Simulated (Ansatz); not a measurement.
The system is MgS.

```
S Mg
1.0
     0.00000    2.83312    2.83312
     2.83312    0.00000    2.83312
     2.83312    2.83312    0.00000
S Mg
1 1
Direct
  0.25000 0.25000 0.25000
  0.00000 0.00000 0.00000
```

The cell comes from a database or a generator and needn't be the stable form of this composition.

Base run:

```yaml
Program: Ansatz 0.2.0
Functional: PBEsol
Potentials_or_basis: all-electron LAPW, non-relativistic
Cutoff: 208 eV (chosen from the basis error)
Basis_error_allowed: 0.001 eV/atom
k_mesh: 8 × 8 × 8
Occupations: fermi-dirac, width 0.05 eV
Spin: no spin polarisation
```

Its results: band gap on the k mesh 3.36 eV, direct; pressure -0.4 GPa.

Q: The run is repeated on the same cell with these changes: potentials or basis from all-electron LAPW, non-relativistic to all-electron PAW datasets made for the crystal. What comes out?

A: Band gap on the k mesh 3.28 eV, direct; pressure -0.5 GPa.

The runs don't all hold the same shells in valence.
